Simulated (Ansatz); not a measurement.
# How BaS (Fm-3m) expands on warming

Wanted: α(T), C_P(T) and B(T) of BaS in the quasi-harmonic approximation.

Main program and level: Ansatz 0.2.0; DFT r2SCAN, scalar-relativistic, plane waves, PAW, in the first sound run; inputs show where later runs differ.

### Step 1. The starting structure

It takes space group Fm-3m (No. 225, cubic). The conventional cell has a = 6.388 Å, b = 6.388 Å, c = 6.388 Å, α = 90.00°, β = 90.00°, γ = 90.00°. Nearest to Ba lie 6 S at 3.19 Å. Nearest to S lie 6 Ba at 3.19 Å. Farther neighbours and most contacts between anions are not listed.

### Step 2. A first coarse run

A cheap single point shows whether the cell is a metal or an insulator and how far it is from rest; that sets the k-mesh and the occupations of what follows.

input.yaml reads:

```yaml
crystal:
  lattice:
    - [0.0, 3.19375, 3.19375]
    - [3.19375, 0.0, 3.19375]
    - [3.19375, 3.19375, 0.0]
  atoms:
    - { symbol: Ba, position: [0.0, 0.0, 0.0] }
    - { symbol: S, position: [0.5, 0.5, 0.5] }
kpoints:
  mp_grid: { grid: [6, 6, 6] }
hamiltonian:
  xc: r2scan
scf:
  occupations: { method: gaussian, width: 0.1 }
output:
  forces: true
  stress: true
  eigenvalues: true
```

Launch:

```bash
> ansatz run input.yaml --threads 4 --pin off --max-ram 8192MiB --backend cpu --events-out ev --progress --plain --runs-dir out
```

Numbers of over 12 decimals in the logs are rounded to 6 here.

The program printed:

```text
Engine: ansatz 0.2.0, aarch64-unknown-linux-gnu
Pseudopotentials: kind: paw
Pseudopotential: Ba, paw, valence charge 10, recommended cutoff 500 eV (meta_gga), Ba.paw.azcp
Pseudopotential: S, paw, valence charge 6, recommended cutoff 500 eV (meta_gga), S.paw.azcp
Functional definition: r2SCAN
  parameter k0 = 0.174
  parameter k1 = 0.065
  parameter a1 = 4.9479
  exchange = r2scan_x(k0 = k0, k1 = k1, a1 = a1)
  correlation = r2scan_c
Crystal: 2 atoms, lattice volume = 65.153 Å³
Basis set: ecut = 500 eV, 1639 PW (Γ), exchange–correlation on 144×144×144 points (64 copies of the dense FFT grid, shifted against one another)
Bands: 12, of which v1, the nominal top of the filled ones, is band 8 counted from 1 (7 counted from 0)
Symmetry: 48 space group operations
Space group: Fm-3m (ITA 225), of the structure as read, at distance tolerance 4.0e-5 Å
k-points: 16 of 216
Non-local potential: Ba, projectors of the file, l = 0: 3, l = 1: 2, l = 2: 2, l = 3: 2
Non-local potential: S, projectors of the file, l = 0: 2, l = 1: 2, l = 2: 2
PAW form: soft (Blöchl's): semilocal exchange-correlation on the pseudo side does not see the compensation charge
PAW frozen core: Ba, regenerated for the run's functional (the file was generated under x = pbe(κ = 0.804, μ = 0.219515), c = pbe(β = 0.066725))
PAW frozen core: S, regenerated for the run's functional (the file was generated under x = pbe(κ = 0.804, μ = 0.219515), c = pbe(β = 0.066725))
PAW one-centre angular grid: Ba, 302 points (default); XC on 160 Gauss nodes
PAW one-centre angular grid: S, 302 points (default); XC on 160 Gauss nodes
Initial density: superposition of atomic densities (neutral atoms: chi_scale 0, normalization atom), corrected by the library's trained network
Initial wavefunctions: pseudopotential atomic-orbital guess
Functional: x = r2scan, c = r2scan; τ floored in thin density (d = 2e-4 eV/Å³)
SCF iter   1: F=—  HF=-6875.075238 eV  |F-HF|=—  |Δ(HF+E_count)|=         —  Δρ=3.89e-3  dr2=9.83e-3  dr2_τ=5.63e-3  ethr=1.77e-3  ⟨swp⟩=8.7  Hψ=1512  notcnv=0
preconditioner: auto → none  [insulator: Δε(μ)=2.595 eV  Ē_g=12.682 eV  σ=0.100 eV  W_gap=1.00  n_scr=14 (ndim 8)  ℏωp=17.2 eV  f_vac=0.000  D(μ)=0.00/eV (n_scr^D=0)  ε∞_Penn≈2.8]
SCF iter   2: F=—  HF=-6875.128344 eV  |F-HF|=—  |Δ(HF+E_count)|=   5.31e-2  Δρ=1.80e-3  dr2=1.18e-3  dr2_τ=1.61e-4  ethr=6.14e-5  ⟨swp⟩=2.0  Hψ=511  notcnv=0
SCF iter   3: F=—  HF=-6875.128569 eV  |F-HF|=—  |Δ(HF+E_count)|=   2.25e-4  Δρ=5.91e-4  dr2=2.21e-4  dr2_τ=2.47e-5  ethr=7.37e-6  ⟨swp⟩=2.0  Hψ=303  notcnv=0
SCF iter   4: F=—  HF=-6875.128586 eV  |F-HF|=—  |Δ(HF+E_count)|=   1.72e-5  Δρ=1.98e-4  dr2=1.65e-5  dr2_τ=1.82e-6  ethr=1.38e-6  ⟨swp⟩=2.3  Hψ=267  notcnv=0
SCF iter   5: F=—  HF=-6875.128595 eV  |F-HF|=—  |Δ(HF+E_count)|=   8.21e-6  Δρ=4.12e-5  dr2=7.79e-7  dr2_τ=4.61e-8  ethr=1.03e-7  ⟨swp⟩=2.8  Hψ=312  notcnv=0
SCF iter   6: F=-6875.128595 eV  HF=-6875.128595 eV  |F-HF|=4.64e-11  |Δ(HF+E_count)|=   7.36e-7  Δρ=2.94e-6  dr2=7.42e-9  dr2_τ=3.22e-10  ethr=6.25e-10  ⟨swp⟩=6.8  Hψ=1121  notcnv=0
SCF 1 converged in 6 iterations: F = -6875.128595 eV  dr2 = 7.42e-9
  greatest PAW one-centre occupation: 0.949 electrons in one spin orbital (limit 2), on the Ba atom at site 0 (counted from 0), in its partial waves of l = 0
SCF converged after 6 iterations
Free energy (F): -6875.128595 eV
Harris-Foulkes:  -6875.128595 eV  (|F-HF|=4.64e-11)
Internal energy: -6875.128595 eV  (E = F + TS)
E sigma→0 (E₀):  -6875.128595 eV
Fermi energy:    6.832196 eV
--- Per-component energies (eV) ---
  E_band       = -58.970001
  E_kinetic    = 276.501641
  E_local      = -400.785233  (includes V_loc(G=0)·N_el)
  E_nonlocal   = 83.764683
  E_hartree    = 127.121908
  E_xc         = -250.388200
  E_vxc        = -244.027390  (∫ρ·V_xc dr)
  E_paw        = -5861.066478  (= ΣΔE_a)
  E_vpaw       = -40.343263  (= ΣTr[D̂ρ^β])
  E_aug_tail   = 0.000000  (compensation charges beyond the density's cutoff)
  E_vtau       = 11.675474  (kinetic-family band-sum trace: ∫τ·v_τ [+ j·A + Jᵃ·Aᵃ] dr)
  E_ewald      = -850.237565
  E_core_change = -0.039351  (= ΣΔE_core)
  E_smearing   = -0.000000  (= −TS)
  E_closure    = 0.000000  (closes the sum)
  Σ components = -6875.128595   (vs F -6875.128595, Δ=0.00e0)
--- Forces (eV/Å), atoms counted from 1 ---
  atom   1  Ba    -0.00000000     0.00000000     0.00000000
  atom   2  S      0.00000000    -0.00000000     0.00000000
  max |Σ_I F_I| component: 4.86e-30 eV/Å
--- Stress (GPa, compression-positive) ---
        0.813770      -0.000000      -0.000000
        0.000000       0.813770      -0.000000
       -0.000000       0.000000       0.813770
  P = ⅓ Tr σ = 0.8138 GPa (8.138 kbar)
--- Band table (eV; the first three rows and the last of 16) ---
  k-point 0: bands = [... 4 lower, -5.1716, 5.5555, 5.5555, 5.5555, 9.8724, 9.9512, 9.9512, 9.9512]
  k-point 1: bands = [... 4 lower, -4.6265, 4.9610, 5.2449, 5.2449, 9.9507, 10.3520, 10.3520, 10.8045]
  k-point 2: bands = [... 4 lower, -4.0465, 4.0832, 4.7496, 4.7496, 10.4459, 11.4391, 11.4391, 12.2295]
  k-point 15: bands = [... 4 lower, -4.5999, 4.7188, 5.0993, 5.2347, 9.1813, 11.5312, 12.4492, 13.2409]
```

The job ended after 1.1 s (4 threads of Arm Neoverse V1, shared host; peak memory 0.51 GiB).

Reading the cycles: dr2 is the Hartree energy of the density residual (eV), the measure of convergence; HF is the Harris–Foulkes estimate of the energy, which meets the free energy F at convergence.

This step gave:

```
pressure          : 0.8138 GPa
gap on the k-mesh : 2.553 eV
volume per atom   : 32.58 Å³
```

The start is under 0.81 GPa at this level and looks like an insulator or semiconductor on this mesh.

### Step 3. Finding the static equilibrium

Phonons are second derivatives about a minimum, so cell and atoms are relaxed first, inside the symmetry of the start.

input.yaml, the sections that differ from step 2:

```yaml
scf:
  occupations: { method: gaussian, width: 0.02 }
relax:
  adjacent_minimum: "off"
  f_tol: 0.005
  max_steps: 80
  cell: { stress_tol: 0.05 }
# crystal, kpoints, hamiltonian, output: as in step 2
```

The program printed:

```text
[...]
Crystal: 2 atoms, lattice volume = 65.153 Å³
Basis set: ecut = 500 eV, 1639 PW (Γ), exchange–correlation on 144×144×144 points (64 copies of the dense FFT grid, shifted against one another)
Bands: 12, of which v1, the nominal top of the filled ones, is band 8 counted from 1 (7 counted from 0)
Symmetry: 48 space group operations
[...]
k-points: 16 of 216
[...]
SCF iter   1: F=—  HF=-6875.075219 eV  |F-HF|=—  |Δ(HF+E_count)|=         —  Δρ=3.90e-3  dr2=9.90e-3  dr2_τ=5.65e-3  ethr=1.77e-3  ⟨swp⟩=9.6  Hψ=1607  notcnv=0
[...]
SCF iter   6: F=-6875.128595 eV  HF=-6875.128595 eV  |F-HF|=3.90e-9  |Δ(HF+E_count)|=   7.30e-7  Δρ=3.15e-6  dr2=9.90e-9  dr2_τ=4.68e-10  ethr=6.25e-10  ⟨swp⟩=6.8  Hψ=1092  notcnv=0
SCF 1 converged in 6 iterations: F = -6875.128595 eV  dr2 = 9.90e-9
[...]
relax step   1: F+E_penalty+E_count = -6875.12859534 eV  Δ(F+E_penalty+E_count) = +0.000e0 eV  max|allowed force component| = 3.862e-30 eV/Å  Δτ_max = 0.0000 Å  P = +0.814 GPa  Ω = 65.153 Å³  (6 SCF iters, dr2 threshold 1.00e-7 eV, accepted)
Crystal: 2 atoms, lattice volume = 66.732 Å³
Basis set: ecut = 500 eV, 1687 PW (Γ), exchange–correlation on 144×144×144 points (64 copies of the dense FFT grid, shifted against one another)
[...]
iter 1 solved again at ethr=1.45e-6 eV; its pass at ethr=3.10e-3 eV (dr2=2.32e-4 eV) is discarded
[...]
SCF iter   5: F=-6875.131026 eV  HF=-6875.131026 eV  |F-HF|=1.24e-8  |Δ(HF+E_count)|=   5.68e-7  Δρ=8.99e-6  dr2=7.50e-8  dr2_τ=4.60e-9  ethr=1.25e-9  ⟨swp⟩=7.2  Hψ=1174  notcnv=0
SCF 2 converged in 5 iterations: F = -6875.131026 eV  dr2 = 7.50e-8
relax step   2: F+E_penalty+E_count = -6875.13102632 eV  Δ(F+E_penalty+E_count) = -2.431e-3 eV  max|allowed force component| = 2.317e-30 eV/Å  Δτ_max = 0.0000 Å  P = -0.280 GPa  Ω = 66.732 Å³  energy of the carried Pulay correction = -8.357e-5 eV  (5 SCF iters, dr2 threshold 2.00e-7 eV, accepted)
Crystal: 2 atoms, lattice volume = 66.321 Å³
[...]
SCF iter   4: F=-6875.131420 eV  HF=-6875.131420 eV  |F-HF|=2.32e-8  |Δ(HF+E_count)|=   1.23e-7  Δρ=7.09e-6  dr2=3.40e-8  dr2_τ=2.16e-9  ethr=1.22e-9  ⟨swp⟩=5.9  Hψ=1007  notcnv=0
SCF 3 converged in 4 iterations: F = -6875.131420 eV  dr2 = 3.40e-8
relax step   3: F+E_penalty+E_count = -6875.13142012 eV  Δ(F+E_penalty+E_count) = -3.938e-4 eV  max|allowed force component| = 2.309e-30 eV/Å  Δτ_max = 0.0000 Å  P = -0.009 GPa  Ω = 66.321 Å³  energy of the carried Pulay correction = -6.199e-5 eV  (4 SCF iters, dr2 threshold 1.96e-7 eV, accepted)
[...]
SCF iter   1: F=—  HF=-6875.131488 eV  |F-HF|=—  |Δ(HF+E_count)|=         —  Δρ=1.21e-5  dr2=6.37e-8  dr2_τ=2.18e-8  ethr=1.52e-6  ⟨swp⟩=2.1  Hψ=2061  notcnv=0
eigensolver tolerance schedule: the retry pair's looser diagonalisation over-reported the residual by 3805.62 of it (diagonalisation noise at an unbounded share of the residual, at the tolerance the schedule requests for it); recorded, not acted on — ethr = c·dr2/N_el stays at c = 1.0e-1
[...]
SCF iter   2: F=—  HF=-6875.131487 eV  |F-HF|=—  |Δ(HF+E_count)|=   7.27e-7  Δρ=5.76e-6  dr2=1.51e-8  dr2_τ=5.52e-9  ethr=3.98e-10  ⟨swp⟩=3.1  Hψ=402  notcnv=0
[...]
SCF iter   5: F=-6875.131488 eV  HF=-6875.131488 eV  |F-HF|=1.27e-11  |Δ(HF+E_count)|=  7.81e-10  Δρ=1.10e-7  dr2=1.27e-11  dr2_τ=1.13e-12  ethr=1.00e-12  ⟨swp⟩=4.5  Hψ=955  notcnv=0
SCF 4 converged in 5 iterations: F = -6875.131488 eV  dr2 = 1.27e-11
relax step   4: F+E_penalty+E_count = -6875.13148752 eV  Δ(F+E_penalty+E_count) = -6.740e-5 eV  max|allowed force component| = 2.104e-30 eV/Å  Δτ_max = 0.0000 Å  P = -0.008 GPa  Ω = 66.321 Å³  stress off target by 8.40e-3 GPa  SCF on the basis re-selected at this cell (its energy is not comparable with the rows above)  (5 SCF iters)
basis re-selected at this cell: Δ(F+E_penalty+E_count) = -6.740e-5 eV, ΔP = +0.000 GPa vs the last step (what re-selecting the basis moved, of the pressure what is left beyond the Pulay correction that the steps carried, after the strain that the cell walked since its last selection, with what the two solves' SCF thresholds leave and, on support functions, any second-order correction that the steps lacked; it is no m [...]
SCF converged after 5 iterations
Free energy (F): -6875.131488 eV
[...]
Internal energy: -6875.131488 eV  (E = F + TS)
E sigma→0 (E₀):  -6875.131488 eV
Fermi energy:    6.679177 eV
[...]
--- Stress (GPa, compression-positive) ---
       -0.008400      -0.000000       0.000000
       -0.000000      -0.008400      -0.000000
        0.000000      -0.000000      -0.008400
  P = ⅓ Tr σ = -0.0084 GPa (-0.084 kbar)
--- Band table (eV; the first three rows and the last of 16) ---
  k-point 0: bands = [... 4 lower, -5.3133, 5.3899, 5.3899, 5.3899, 9.6102, 9.7789, 9.7789, 9.7789]
  k-point 1: bands = [... 4 lower, -4.8182, 4.8052, 5.0899, 5.0899, 9.7731, 10.1720, 10.1720, 10.5346]
  k-point 2: bands = [... 4 lower, -4.2647, 3.9442, 4.6095, 4.6095, 10.2554, 11.2362, 11.2362, 11.9538]
  k-point 15: bands = [... 4 lower, -4.7852, 4.5704, 4.9154, 5.0592, 9.0189, 11.3230, 12.1963, 12.9852]
--- Relaxed structure (3 steps of the walk, 3 accepted, 1 SCFs on fresh bases) ---
  F+E_penalty+E_count = -6875.13148752 eV   max|allowed force component| = 2.104e-30 eV/Å   (the final SCF, on the basis selected at the relaxed cell)
  cell:  # Å, volume = 66.3206 Å³
    - [0, 3.212720, 3.212720]
    - [3.212720, 0, 3.212720]
    - [3.212720, 3.212720, 0]
  atoms:
    - { symbol: Ba, position: [0, 0, 0] }
    - { symbol: S, position: [0.5, 0.5, 0.5] }
```

Run time: 4 s. Hardware: 4 threads; peak memory 0.53 GiB.

Relaxation path:

| step | energy less that of the first step (eV) | largest force component (eV/Å) | pressure (GPa) | volume (Å³) |
| --- | --- | --- | --- | --- |
| 1 | 0.0000 | 0.0000 | 0.81 | 65.15 |
| 2 | -0.0024 | 0.0000 | -0.28 | 66.73 |
| 3 | -0.0028 | 0.0000 | -0.01 | 66.32 |
| 4* | -0.0029 | 0.0000 | -0.01 | 66.32 |

Relaxation steps marked * repeat the geometry before them on a plane-wave basis chosen anew for their cell, so energy and pressure can jump there.

Forces are held to the 48 operations that the run works with; a distortion that breaks them can't arise in this run.

| conventional cell, symmetrised | before | after | change |
| --- | --- | --- | --- |
| a (Å) | 6.388 | 6.425 | +0.6 % |
| b (Å) | 6.388 | 6.425 | +0.6 % |
| c (Å) | 6.388 | 6.425 | +0.6 % |
| volume (Å³/atom) | 32.58 | 33.16 | +1.8 % |

Final coordinates:

```cif
data_structure
_symmetry_space_group_name_H-M 'P 1'
_symmetry_Int_Tables_number 1
_cell_length_a 4.5435
_cell_length_b 4.5435
_cell_length_c 4.5435
_cell_angle_alpha 60.000
_cell_angle_beta 60.000
_cell_angle_gamma 60.000
_cell_volume 66.32
loop_
_atom_site_label
_atom_site_type_symbol
_atom_site_fract_x
_atom_site_fract_y
_atom_site_fract_z
_atom_site_occupancy
Ba1 Ba 0.00000 0.00000 0.00000 1
S2 S 0.50000 0.50000 0.50000 1
```

Numbers from this step:

```yaml
pressure: -0.008400 GPa
gap_on_the_k_mesh: 2.579 eV
volume_per_atom: 33.16 Å³
```

The relaxation ends with a pressure of -0.01 GPa.

### Step 4. Tight relaxation

The thresholds are tightened for a last relaxation ahead of the phonons, and where mesh or smearing change with them the cell follows.

input.yaml reads:

```yaml
crystal:
  lattice:
    - [0.0, 3.2127200363, 3.2127200363]
    - [3.2127200363, 0.0, 3.2127200363]
    - [3.2127200363, 3.2127200363, 0.0]
  atoms:
    - { symbol: Ba, position: [0.0, 0.0, 0.0] }
    - { symbol: S, position: [0.5, 0.5, 0.5] }
kpoints:
  mp_grid: { grid: [8, 8, 8] }
hamiltonian:
  xc: r2scan
scf:
  occupations: { method: fixed }
output:
  forces: true
  stress: true
  eigenvalues: true
relax:
  adjacent_minimum: "off"
  f_tol: 0.001
  max_steps: 60
  cell: { stress_tol: 0.01 }
```

The program printed:

```text
[...]
Crystal: 2 atoms, lattice volume = 66.321 Å³
Basis set: ecut = 500 eV, 1687 PW (Γ), exchange–correlation on 144×144×144 points (64 copies of the dense FFT grid, shifted against one another)
Bands: 12, of which v1, the nominal top of the filled ones, is band 8 counted from 1 (7 counted from 0)
Symmetry: 48 space group operations
[...]
k-points: 29 of 512
[...]
k-point 28: bands = [... 4 lower, -4.6636, 4.3630, 4.9568, 4.9568, 10.0864, 10.0864, 12.2932, 12.9128]
--- Relaxed structure (1 steps of the walk, 1 accepted, 1 SCFs on fresh bases) ---
[...]
cell:  # Å, volume = 66.3206 Å³
    - [0.0, 3.2127200363, 3.2127200363]
    - [3.2127200363, 0.0, 3.2127200363]
    - [3.2127200363, 3.2127200363, 0.0]
  atoms:
    - { symbol: Ba, position: [0.0, 0.0, 0.0] }
    - { symbol: S, position: [0.5, 0.5, 0.5] }
[key lines of the parts left out:]
SCF converged after 6 iterations
Free energy (F): -6875.131569 eV
Fermi energy:    5.389708 eV
P = ⅓ Tr σ = -0.0093 GPa (-0.093 kbar)
```

Wall time 3.2 s (4 threads); peak memory 0.56 GiB.

Little changed from the start: no atom moved by 0.005 Å and no cell edge by 0.1 %.

This step gave:

```yaml
pressure: -0.009284 GPa
```

The residual pressure is -0.0093 GPa, small enough for phonons.

### Step 5. A faulty attempt

This input was changed on purpose, to see how the program answers.

input.yaml, the sections that differ from step 4:

```yaml
scf:
  occupations: { method: fixed }
  max_iter: 100
output:
  eigenvalues: true
phonons:
  supercell: [2, 2, 2]
  qmesh: [4, 4, 4]
  thermal_expansion: {}
# crystal, kpoints, hamiltonian: as in step 4
# relax: removed
```

The program printed:

```text
Error: invalid value for `phonons.qmesh`: set beside supercell — each asks for the run's force constants: supercell solves them in one diagonal repeat, and qmesh at the wavevectors of a mesh, each in its own smallest supercell; remove one of the two (the mesh that the density of states and the thermodynamic sums are integrated on is interpolated_qmesh)
```

It took 0.03 s on 4 threads; peak memory 0.031 GiB.

The input was rejected at the start.

The program's message: “Error: invalid value for `phonons.qmesh`: set beside supercell — each asks for the run's force constants: supercell solves them in one diagonal repeat, and qmesh at the wavevectors of a mesh, each in …”

The fault put into the input: a supercell and a q mesh together.

(Part 1 of 3 ends here.)

[Logs are printed without paths, hosts, clocks, repeated set-up lines and the standing remarks that a program may print on its own settings, such as how far it seeks lower states.]

[Hosts, paths, dates, database ids (printed as entryN), source tags and the programs' standing remarks are cut or masked in the printed files.]

[A step with changed settings may run another functional than the one named; its input shows which.]
